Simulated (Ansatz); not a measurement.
# Ni (P-1) in Ansatz: convergence with wavefunction cutoff

Aim: find how far wavefunction cutoff must go before the results for Ni settle, at PBE. This setting moves, with any that are tied to it; all else stays.

Everything below comes from runs of Ansatz 0.2.0. Logs are shortened: lines on timing, memory, paths and dates and some standing lists are left out, and cuts for length are marked.

## Step 1: The cell of the first run

The typed cell holds 1 atom: a = 2.493 Å, b = 2.466 Å, c = 2.452 Å, α = 60.12°, β = 59.03°, γ = 58.81°.

The cell isn't the ideal one: cell strained at random at fixed volume.

## Step 2: With wavefunction cutoff 400 eV

Contents of input.yaml:

```yaml
crystal:
  lattice:
    - [0.01655, 1.757251, 1.768239]
    - [1.719118, 0.016332, 1.768457]
    - [1.714474, 1.752825, 0.020976]
  atoms:
    - { symbol: Ni, position: [0.006509, 0.01144, -0.032895], spin: 1.0 }
hamiltonian:
  xc: pbe
  pseudopotentials: { kind: paw, source: jth }
magnetization:
  spin_polarized: true
kpoints:
  mp_grid: { grid: [9, 9, 9] }
scf:
  occupations: { method: gaussian, width: 0.1 }
output:
  forces: true
  stress: true
  eigenvalues: true
basis:
  ecutwfc: "400 eV"
```

Potentials or basis: JTH PAW.

On the command line:

```sh
$ ansatz run input.yaml --threads 2 --pin off --max-ram 5632MiB --backend cpu --events-out ev --progress --plain --runs-dir out
```

Log:

```text
Warning: basis.ecutwfc = 400 eV is below the records' recommended 2400 eV, and the density's cutoff is lower with it unless basis.ecutrho_ratio is high enough to keep the records' density cutoff: compare with a run at a higher cutoff
Warning: the checks of this Ni dataset prove no rule for summing its radial tables, as where they were carried onto another mesh than they were made on, and Gregory's rule is taken, under which a leading mesh point left out moves its sums only by what lay on the interval it spanned. That does not make them correct, and they differ from Quantum ESPRESSO's on this file; a re-export a fraction of a mesh step off can move them. hamiltonian.pseudopotentials.radial_quadrature: simpson_from_first_knot sums it by `pw.x`'s rule; on a PAW file no value gives `pw.x`'s numbers. What more to know: hamiltonian.pseudopotentials.radial_quadrature, in the input reference
Warning: RAYON_NUM_THREADS=2 ignored (pool sized by the plan → 2); use --threads N
Engine: ansatz 0.2.0, aarch64-unknown-linux-gnu
Pseudopotentials: kind: paw
Pseudopotential: Ni, paw, valence charge 18, recommended cutoff 2400 eV (normal), Ni.paw.azcp
Functional definition: PBE
  parameter kappa = 0.804
  parameter beta = 0.06672455060314922
  exchange = pbe_x(kappa = kappa, mu = beta*pi^2/3)
  correlation = pbe_c(beta = beta)
Crystal: 1 atoms, lattice volume = 10.492 Å³
Basis set: ecut = 400 eV, 175 PW (Γ), exchange–correlation on 36×36×32 points (8 copies of the dense FFT grid, shifted against one another)
Bands: 14, of which v1, the nominal top of the filled ones, is band 9 counted from 1 (8 counted from 0)
Symmetry: 2 space group operations
Space group: P-1 (ITA 2), of the structure as read, at distance tolerance 2.2e-5 Å
Magnetic group: BNS 2.4 (UNI 4), of the structure as read, at distance tolerance 2.2e-5 Å
k-points: 365 of 729
Non-local potential: Ni, projectors of the file, l = 0: 2, l = 1: 2, l = 2: 2
PAW form: soft (Blöchl's): semilocal exchange-correlation on the pseudo side does not see the compensation charge
PAW one-centre angular grid: Ni, 590 points (default); XC on 64 Gauss nodes
Initial density: superposition of atomic densities (chi_scale 0.1, normalization cell)
Starting moments: Σ|m| = 1 μB on 1 of 1 site
Initial wavefunctions: pseudopotential atomic-orbital guess
Functional: x = pbe(κ = 0.804, μ = 0.2195149727645171), c = pbe(β = 0.06672455060314922)
SCF iter   1: F=—  HF=-5829.016405 eV  |F-HF|=—  |Δ(HF+E_count)|=         —  Δρ=1.13e-1 (↑1.13e-1 ↓8.43e-2)  dr2=1.88e0  dr2_m=5.14e-2  M=0.689 μB ∫|m|=0.731 μB  β_m=0.30  ethr=3.10e-3  ⟨swp⟩=5.2  Hψ=60670  notcnv=0
Mixer restart at iter 1: flushing history
[... 11 lines left out ...]
SCF converged after 10 iterations
Magnetization: 0.5021 μB (9.2511 up, 8.7489 down)
Absolute magnetization: 0.5835 μB (∫|ρ↑−ρ↓|, with the PAW one-centre terms)
Spin contamination: 0.0044 ħ² per cell (⟨S²⟩ above its minimum at these occupations)
Per-site moments (μB) at R_I (Å): [(0.5364313981545378, 1.004463910385325)]
Free energy (F): -5828.205058 eV
Harris-Foulkes:  -5828.205058 eV  (|F-HF|=1.07e-9)
Internal energy: -5828.193521 eV  (E = F + TS)
E sigma→0 (E₀):  -5828.199290 eV
Entropy (-TS):   -0.011537 eV (-11.537 meV/atom)
Fermi energy:    20.215654 eV
--- Per-component energies (eV) ---
  E_band       = -250.266719
  E_kinetic    = 830.058418
  E_local      = -3083.652904  (includes V_loc(G=0)·N_el)
  E_nonlocal   = -208.142152
  E_hartree    = 1068.359847
  E_xc         = -187.854619
  E_vxc        = -244.326520  (∫ρ·V_xc dr)
  E_paw        = -1169.440810  (= ΣΔE_a)
  E_vpaw       = 319.075479  (= ΣTr[D̂ρ^β])
  E_aug_tail   = -0.000709  (compensation charges beyond the density's cutoff)
  E_ewald      = -3077.520591
  E_smearing   = -0.011537  (= −TS)
  E_closure    = 0.000000  (closes the sum)
  Σ components = -5828.205058   (vs F -5828.205058, Δ=0.00e0)
--- Forces (eV/Å), atoms counted from 1 ---
  atom   1  Ni     0.00000000     0.00000000     0.00000000
  max |Σ_I F_I| component: 0.00e0 eV/Å
--- Stress (GPa, compression-positive) ---
        2.175747       1.006025       1.328144
        1.006025      -1.430994      -2.777304
        1.328144      -2.777304      -2.876845
  P = ⅓ Tr σ = -0.7107 GPa (-7.107 kbar)
--- Band table (eV; the first three rows and the last of 730) ---
  k-point 0 ↑: bands = ["-84.4636", "-44.0100", "-43.9733", "-43.9301", "11.1543", "18.4895", "18.5500", "18.6437", "19.4815", "19.5794", "44.3746", "48.1293", "48.8161", "49.0575"]
  k-point 1 ↑: bands = ["-84.4593", "-44.0270", "-43.9660", "-43.9394", "11.6556", "18.3727", "18.5772", "18.7387", "19.4508", "19.5139", "42.5665", "45.6295", "47.3080", "47.9441"]
  k-point 2 ↑: bands = ["-84.4495", "-44.3519", "-44.0448", "-44.0024", "13.0358", "17.7178", "18.6194", "18.6614", "19.1559", "19.1879", "36.8294", "44.5649", "46.2321", "46.8418"]
  k-point 364 ↓: bands = ["-83.7535", "-43.6159", "-43.4436", "-43.3138", "16.4395", "18.5645", "18.9754", "19.2019", "20.6220", "21.9594", "27.2325", "40.4828", "43.4698", "43.8818"]
```

Wall time 7.8 s (2 threads of Arm Neoverse V2, shared host); peak memory 0.31 GiB.

What came out:

- Free energy: -5828.2051 eV
- Pressure: -0.7 GPa
- Band gap on the k mesh: none (metal or under the smearing width)
- Net moment: 0.50 μB per cell
- Absolute moment: 0.58 μB per cell
- Site moments: Ni +0.54 μB

## Step 3: With wavefunction cutoff 500 eV

input.yaml: that of step 2 with these lines changed.

```diff
@@ -21,2 +21,2 @@
 basis:
-  ecutwfc: "400 eV"
+  ecutwfc: "500 eV"
```

Potentials or basis: JTH PAW.

On the command line:

```sh
$ ansatz run input.yaml --threads 2 --pin off --max-ram 5632MiB --backend cpu --events-out ev --progress --plain --runs-dir out
```

Run time: 5.2 s. Hardware: 2 threads of Arm Neoverse V2, shared host; peak memory 0.35 GiB.

Results:

```
Free energy            : -5837.7517 eV
Pressure               : 11.5 GPa
Band gap on the k mesh : none (metal or under the smearing width)
Net moment             : 0.51 μB per cell
Absolute moment        : 0.60 μB per cell
Site moments           : Ni +0.55 μB
```

## Step 4: With wavefunction cutoff 600 eV

input.yaml: that of step 3 with these lines changed.

```diff
@@ -21,2 +21,2 @@
 basis:
-  ecutwfc: "500 eV"
+  ecutwfc: "600 eV"
```

On the command line:

```sh
$ ansatz run input.yaml --threads 2 --pin off --max-ram 5632MiB --backend cpu --events-out ev --progress --plain --runs-dir out
```

It took 6.3 s on 2 threads of Arm Neoverse V2, shared host; peak memory 0.38 GiB.

What came out:

| Quantity | Value |
| --- | --- |
| Free energy | -5838.5343 eV |
| Pressure | 8.3 GPa |
| Band gap on the k mesh | none (metal or under the smearing width) |
| Net moment | 0.51 μB per cell |
| Absolute moment | 0.60 μB per cell |
| Site moments | Ni +0.55 μB |

## Step 5: With wavefunction cutoff 700 eV

input.yaml: that of step 4 with these lines changed.

```diff
@@ -21,2 +21,2 @@
 basis:
-  ecutwfc: "600 eV"
+  ecutwfc: "700 eV"
```

On the command line:

```sh
$ ansatz run input.yaml --threads 2 --pin off --max-ram 5632MiB --backend cpu --events-out ev --progress --plain --runs-dir out
```

It took 7.2 s on 2 threads of Arm Neoverse V2, shared host; peak memory 0.43 GiB.

Results:

* Free energy: -5838.5789 eV
* Pressure: 8.4 GPa
* Band gap on the k mesh: none (metal or under the smearing width)
* Net moment: 0.51 μB per cell
* Absolute moment: 0.60 μB per cell
* Site moments: Ni +0.55 μB

## Step 6: With wavefunction cutoff 850 eV

input.yaml: that of step 5 with these lines changed.

```diff
@@ -21,2 +21,2 @@
 basis:
-  ecutwfc: "700 eV"
+  ecutwfc: "850 eV"
```

Potentials or basis: JTH PAW.

On the command line:

```sh
$ ansatz run input.yaml --threads 2 --pin off --max-ram 5632MiB --backend cpu --events-out ev --progress --plain --runs-dir out
```

Wall time 7.2 s (2 threads of Arm Neoverse V2, shared host); peak memory 0.48 GiB.

It converged, with:

- Free energy: -5838.8199 eV
- Pressure: 8.3 GPa
- Band gap on the k mesh: none (metal or under the smearing width)
- Net moment: 0.51 μB per cell
- Absolute moment: 0.60 μB per cell
- Site moments: Ni +0.55 μB

## Step 7: With wavefunction cutoff 1000 eV

input.yaml: that of step 6 with these lines changed.

```diff
@@ -21,2 +21,2 @@
 basis:
-  ecutwfc: "850 eV"
+  ecutwfc: "1000 eV"
```

On the command line:

```sh
$ ansatz run input.yaml --threads 2 --pin off --max-ram 5632MiB --backend cpu --events-out ev --progress --plain --runs-dir out
```

Wall time 11 s (2 threads of Arm Neoverse V2, shared host); peak memory 0.54 GiB.

The run converged. Its results:

- Free energy: -5838.9685 eV
- Pressure: 8.6 GPa
- Band gap on the k mesh: none (metal or under the smearing width)
- Net moment: 0.51 μB per cell
- Absolute moment: 0.60 μB per cell
- Site moments: Ni +0.55 μB

## Step 8: With wavefunction cutoff 1200 eV

input.yaml: that of step 7 with these lines changed.

```diff
@@ -21,2 +21,2 @@
 basis:
-  ecutwfc: "1000 eV"
+  ecutwfc: "1200 eV"
```

On the command line:

```sh
$ ansatz run input.yaml --threads 2 --pin off --max-ram 5632MiB --backend cpu --events-out ev --progress --plain --runs-dir out
```

Run time: 12 s. Hardware: 2 threads of Arm Neoverse V2, shared host; peak memory 0.63 GiB.

Results (log left out):

| Property | Result |
| --- | --- |
| Free energy | -5838.9922 eV |
| Pressure | 8.6 GPa |
| Band gap on the k mesh | none (metal or under the smearing width) |
| Net moment | 0.51 μB per cell |
| Absolute moment | 0.60 μB per cell |
| Site moments | Ni +0.55 μB |

## Step 9: With wavefunction cutoff 1400 eV

input.yaml: that of step 8 with these lines changed.

```diff
@@ -21,2 +21,2 @@
 basis:
-  ecutwfc: "1200 eV"
+  ecutwfc: "1400 eV"
```

Potentials or basis: JTH PAW.

On the command line:

```sh
$ ansatz run input.yaml --threads 2 --pin off --max-ram 5632MiB --backend cpu --events-out ev --progress --plain --runs-dir out
```

Wall time 16 s (2 threads of Arm Neoverse V2, shared host); peak memory 0.71 GiB.

Results (log left out):

```
Free energy            : -5839.0014 eV
Pressure               : 8.6 GPa
Band gap on the k mesh : none (metal or under the smearing width)
Net moment             : 0.51 μB per cell
Absolute moment        : 0.60 μB per cell
Site moments           : Ni +0.55 μB
```

## Step 10: With wavefunction cutoff 1700 eV

input.yaml: that of step 9 with these lines changed.

```diff
@@ -21,2 +21,2 @@
 basis:
-  ecutwfc: "1400 eV"
+  ecutwfc: "1700 eV"
```

On the command line:

```sh
$ ansatz run input.yaml --threads 2 --pin off --max-ram 5632MiB --backend cpu --events-out ev --progress --plain --runs-dir out
```

Run time: 22 s. Hardware: 2 threads of Arm Neoverse V2, shared host; peak memory 0.87 GiB.

Results (log left out):

* Free energy: -5839.0160 eV
* Pressure: 8.6 GPa
* Band gap on the k mesh: none (metal or under the smearing width)
* Net moment: 0.51 μB per cell
* Absolute moment: 0.60 μB per cell
* Site moments: Ni +0.55 μB

## Step 11: Result

```tsv
wavefunction cutoff	energy less the tightest run, at zero smearing (meV/atom)	pressure (GPa)	absolute moment (μB)	SCF cycles	CPU time (s)	peak memory (GiB)
400 eV	10813.23	-0.71	0.58	10	8.1	0.31
500 eV	1264.18	11.49	0.60	9	9.8	0.35
600 eV	481.67	8.31	0.60	9	12	0.38
700 eV	437.13	8.36	0.60	9	14	0.43
850 eV	196.15	8.34	0.60	9	14	0.48
1000 eV	47.54	8.62	0.60	10	21	0.54
1200 eV	23.80	8.60	0.60	10	23	0.63
1400 eV	14.66	8.60	0.60	10	32	0.71
1700 eV	0.00	8.61	0.60	10	44	0.87
```

Against the tightest run, the pressure stays within 0.1 GPa from 1000 eV on; the absolute moment stays within 0.02 μB from 400 eV on. Not settled before the last step: the energy (to 1 meV/atom). The tightest run that finished is the yardstick and may itself not be fully converged.

Caveats: the cutoff lies under the one recommended for these potentials.
